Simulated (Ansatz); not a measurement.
## ZnSe (Stilleite) under changes of volume

One of the cells (22.757 Å³/atom); the others are scaled copies at fixed shape and fractional positions:

```
Se Zn
1.0
     0.00000    2.83380    2.83380
     2.83380    0.00000    2.83380
     2.83380    2.83380    0.00000
Se Zn
1 1
Direct
  0.75000 0.75000 0.75000
  0.00000 0.00000 0.00000
```

```yaml
Program: Ansatz 0.2.0
Functional: PBE
Dispersion: D4
Potentials_or_basis: Ansatz PAW
Cutoff: "420 eV (not typed: the program's choice for these potentials)"
k_mesh: 8 × 8 × 8
Occupations: fermi-dirac, width 0.05 eV
Spin: no spin polarisation
```

```tsv
volume (Å³/atom)	energy over the lowest point (meV/atom)	pressure (GPa)	gap on the mesh (eV)
21.391	?	?	?
21.846	5.97	2.5	1.45
22.301	1.02	1.0	1.37
22.757	0.00	-0.3	1.29
23.212	2.52	-1.5	1.21
23.667	8.18	-2.5	1.13
24.122	16.67	-3.4	1.06
```

**Question.** What does the run at 21.391 Å³/atom give?

**Answer.** Energy over the lowest point 15.33 meV/atom; pressure 4.1 GPa; gap on the mesh 1.54 eV.

Worked out: A Birch-Murnaghan fit of order 3 (a polynomial in V^(-2/3)) to the other rows has its minimum at 22.65 Å³/atom with B0 = V·E''(V) = 63 GPa and B' = 4.5. It gives 15.32 meV/atom at 21.391 Å³/atom, against the run's 15.33, and -dE/dV = 4.1 GPa, against 4.1. A straight line through the other rows of the gap, of slope -3.96 eV per unit of ln V (its deformation potential), extrapolates to 1.53 eV, against the run's 1.54.

Energies are extrapolated to zero smearing.

Spin-orbit coupling on Se is left out.
